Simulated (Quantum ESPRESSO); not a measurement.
# GaP (I-4m2) in Quantum ESPRESSO: single point with PBEsol

Aim: the single point of GaP with PBEsol.

Everything below comes from runs of Quantum ESPRESSO 7.5. Logs are shortened: lines on timing, memory, paths and dates and some standing lists are left out, and cuts for length are marked.

### 1 The crystal as given

Symmetry: I-4m2, No. 119, tetragonal system. Conventional cell: a = 4.001 Å, b = 4.001 Å, c = 5.232 Å, α = 90.00°, β = 90.00°, γ = 90.00°. Ga (site symmetry -4m2) is surrounded by 4 P at 2.39 Å. Around P (site symmetry -4m2) lie 4 Ga at 2.39 Å.

Measurements of this composition are mostly on another form, of space group No. 216.

### 2 Single point, PBEsol

The input, pw.in:

```
&CONTROL
  calculation = 'scf'
  prefix = 'pwscf'
  outdir = './tmp'
  pseudo_dir = './pseudo'
  tprnfor = .true.
  tstress = .true.
  disk_io = 'nowf'
/
&SYSTEM
  ibrav = 0
  nat = 2
  ntyp = 2
  ecutwfc = 80
  nbnd = 15
  occupations = 'smearing'
  smearing = 'gaussian'
  degauss = 0.00073499
/
&ELECTRONS
  conv_thr = 4d-10
  electron_maxstep = 120
  mixing_beta = 0.5
/
ATOMIC_SPECIES
Ga    69.7230 Ga.upf
P     30.9738 P.upf
CELL_PARAMETERS angstrom
   0.0000000000    2.8293000000    2.6161650000
   2.8293000000    0.0000000000    2.6161650000
   2.8293000000    2.8293000000    0.0000000000
ATOMIC_POSITIONS crystal
Ga     0.0000000000    0.0000000000    0.0000000000
P      0.2500000000    0.2500000000    0.2500000000
K_POINTS automatic
8 8 8 0 0 0
```

Potentials or basis: PseudoDojo 0.4.1 SR PBEsol standard.

Run with:

```console
$ OMP_NUM_THREADS=1 pw.x -in pw.in > pw.out
```

pw.out:

```text
This program is part of the open-source Quantum ESPRESSO suite
     for quantum simulation of materials; please cite
[... 9 lines left out ...]
     --------------------
     sticks:   dense  smooth     PW     G-vecs:    dense   smooth      PW
     Sum        1199    1199    361                27393    27393    4403

     Using Slab Decomposition

     bravais-lattice index     =            0
     lattice parameter (alat)  =       7.2820  a.u.
     unit-cell volume          =     282.6505 (a.u.)^3
     number of atoms/cell      =            2
     number of atomic types    =            2
     number of electrons       =        18.00
     number of Kohn-Sham states=           15
     kinetic-energy cutoff     =      80.0000  Ry
     charge density cutoff     =     320.0000  Ry
     scf convergence threshold =      4.0E-10
     mixing beta               =       0.5000
     number of iterations used =            8  plain     mixing
     Exchange-correlation= PBESOL
                           (   1   4  10   8   0   0   0)

     celldm(1)=   7.282009  celldm(2)=   0.000000  celldm(3)=   0.000000
     celldm(4)=   0.000000  celldm(5)=   0.000000  celldm(6)=   0.000000

     crystal axes: (cart. coord. in units of alat)
               a(1) = (   0.000000   0.734221   0.678911 )
               a(2) = (   0.734221   0.000000   0.678911 )
               a(3) = (   0.734221   0.734221   0.000000 )

     reciprocal axes: (cart. coord. in units 2 pi/alat)
               b(1) = ( -0.680994  0.680994  0.736474 )
               b(2) = (  0.680994 -0.680994  0.736474 )
               b(3) = (  0.680994  0.680994 -0.736474 )

     PseudoPot. # 1 for Ga read from file:
     Ga.upf
     Pseudo is Norm-conserving + core correction, Zval = 13.0
     Generated using ONCVPSP code by D. R. Hamann
     Using radial grid of 1902 points,  6 beta functions with:
                l(1) =   0
                l(2) =   0
                l(3) =   1
                l(4) =   1
                l(5) =   2
                l(6) =   2

     PseudoPot. # 2 for P  read from file:
     P.upf
     Pseudo is Norm-conserving + core correction, Zval =  5.0
     Generated using ONCVPSP code by D. R. Hamann
     Using radial grid of 1298 points,  6 beta functions with:
                l(1) =   0
                l(2) =   0
                l(3) =   1
                l(4) =   1
                l(5) =   2
                l(6) =   2

     atomic species   valence    mass     pseudopotential
     Ga               13.00    69.72300     Ga( 1.00)
     P                 5.00    30.97380     P ( 1.00)

      8 Sym. Ops. (no inversion) found

   Cartesian axes

     site n.     atom                  positions (alat units)
         1        Ga     tau(   1) = (   0.0000000   0.0000000   0.0000000  )
         2        P      tau(   2) = (   0.3671104   0.3671104   0.3394554  )

     number of k points=    59  Gaussian smearing, width (Ry)=  0.0007
                       cart. coord. in units 2pi/alat
        k(    1) = (   0.0000000   0.0000000   0.0000000), wk =   0.0039062
        k(    2) = (   0.0851243   0.0851243  -0.0920592), wk =   0.0312500
        k(    3) = (   0.1702485   0.1702485  -0.1841184), wk =   0.0312500
        k(    4) = (   0.2553728   0.2553728  -0.2761776), wk =   0.0312500
        k(    5) = (  -0.3404971  -0.3404971   0.3682369), wk =   0.0156250
        k(    6) = (   0.1702485   0.0000000   0.0000000), wk =   0.0156250
[... 51 lines left out ...]
        k(   58) = (  -0.6809941   0.5107456   0.0000000), wk =   0.0156250
        k(   59) = (   0.0000000   0.0000000  -0.7364737), wk =   0.0039062

     Dense  grid:    27393 G-vectors     FFT dimensions: (  45,  45,  45)

     Initial potential from superposition of free atoms

     starting charge      17.9974, renormalised to      18.0000
     Starting wfcs are   13 randomized atomic wfcs +    2 random wfcs

     Self-consistent Calculation

     iteration #  1     ecut=    80.00 Ry     beta= 0.50
     Davidson diagonalization with overlap
     ethr =  1.00E-02,  avg # of iterations =  4.8

     Threshold (ethr) on eigenvalues was too large:
     Diagonalizing with lowered threshold

     Davidson diagonalization with overlap
     ethr =  3.69E-04,  avg # of iterations =  2.5

     total energy              =    -166.59007471 Ry
     estimated scf accuracy    <       0.06622126 Ry

     iteration #  2     ecut=    80.00 Ry     beta= 0.50
     Davidson diagonalization with overlap
     ethr =  3.68E-04,  avg # of iterations =  2.0

     total energy              =    -166.60041848 Ry
     estimated scf accuracy    <       0.00605503 Ry

     iteration #  3     ecut=    80.00 Ry     beta= 0.50
     Davidson diagonalization with overlap
     ethr =  3.36E-05,  avg # of iterations =  4.9

     total energy              =    -166.60058510 Ry
     estimated scf accuracy    <       0.00110498 Ry
[... 26 lines left out ...]
     total energy              =    -166.60062941 Ry
     estimated scf accuracy    <          9.8E-09 Ry

     iteration #  8     ecut=    80.00 Ry     beta= 0.50
     Davidson diagonalization with overlap
     ethr =  5.43E-11,  avg # of iterations =  2.2

     total energy              =    -166.60062941 Ry
     estimated scf accuracy    <       0.00000001 Ry

     iteration #  9     ecut=    80.00 Ry     beta= 0.50
     Davidson diagonalization with overlap
     ethr =  5.43E-11,  avg # of iterations =  2.0

     End of self-consistent calculation

          k = 0.0000 0.0000 0.0000 (  3439 PWs)   bands (ev):

    -7.4469  -7.4469  -7.4341  -7.3573  -7.3558  -5.1740   6.9553   6.9553
     7.3345   8.5014  10.8436  11.0114  11.0114  15.5015  16.0661

          k = 0.0851 0.0851-0.0921 (  3432 PWs)   bands (ev):

    -7.4551  -7.4426  -7.4333  -7.3578  -7.3551  -4.9797   5.4203   6.7045
     7.0310   9.2486  11.0913  11.3193  11.5617  15.6220  16.1848

          k = 0.1702 0.1702-0.1841 (  3421 PWs)   bands (ev):

    -7.4796  -7.4338  -7.4256  -7.3582  -7.3517  -4.4286   3.2481   6.2276
     6.6709   8.9817  11.6525  11.8169  13.2197  15.7915  15.8775

          k = 0.2554 0.2554-0.2762 (  3418 PWs)   bands (ev):

    -7.5032  -7.4275  -7.4187  -7.3569  -7.3457  -3.6619   1.4229   5.8540
     6.3975   8.5977  11.5580  12.1312  14.8626  16.2979  17.2745
[... 263 lines left out ...]
    -7.5424  -7.3945  -7.3900  -7.3870  -7.3334  -2.3653   1.0468   3.8623
     4.3345   8.5050   9.4153  15.7042  15.9262  18.0852  18.8185

          k =-0.6810 0.5107 0.0000 (  3402 PWs)   bands (ev):

    -7.5415  -7.3964  -7.3920  -7.3818  -7.3350  -2.1389   0.7966   3.8126
     3.9083   9.3406   9.3784  15.3924  15.4146  18.3628  18.7873

          k = 0.0000 0.0000-0.7365 (  3402 PWs)   bands (ev):

    -7.5504  -7.3951  -7.3851  -7.3851  -7.3304  -2.1260   0.7831   4.1619
     4.1619   8.3549   8.3614  17.3076  17.3076  18.2283  19.7340

     the Fermi energy is     7.8096 ev

!    total energy              =    -166.60062941 Ry
     estimated scf accuracy    <          3.1E-11 Ry
     smearing contrib. (-TS)   =      -0.00000000 Ry
     internal energy E=F+TS    =    -166.60062941 Ry

     The total energy is F=E-TS. E is the sum of the following terms:
     one-electron contribution =     -78.39201754 Ry
     hartree contribution      =      52.72531081 Ry
     xc contribution           =     -45.48506707 Ry
     ewald contribution        =     -95.44885561 Ry

     convergence has been achieved in   9 iterations

     Forces acting on atoms (cartesian axes, Ry/au):

     atom    1 type  1   force =    -0.00000000   -0.00000000    0.00000000
     atom    2 type  2   force =     0.00000000    0.00000000   -0.00000000

     Total force =     0.000000     Total SCF correction =     0.000000

     Computing stress (Cartesian axis) and pressure

          total   stress  (Ry/bohr**3)                   (kbar)     P=      -32.45
  -0.00033385  -0.00000000   0.00000000          -49.11       -0.00        0.00
  -0.00000000  -0.00033385   0.00000000           -0.00      -49.11        0.00
   0.00000000   0.00000000   0.00000601            0.00        0.00        0.88

=------------------------------------------------------------------------------=
   JOB DONE.
=------------------------------------------------------------------------------=
```

It took 88 s on 1 thread of AMD EPYC, shared host; peak memory 0.1 GiB.

Results:

```
Free energy            : -2266.7170 eV
Pressure               : -3.2 GPa
Band gap on the k mesh : 0.87 eV, indirect (least direct gap 1.17 eV)
```

Stress tensor (GPa, compression positive):
```
-4.91  0.00  0.00
 0.00 -4.91  0.00
 0.00  0.00  0.09
```

A k mesh can miss the band edges. A hybrid or GW would open this gap; PBEsol tends to underestimate it.
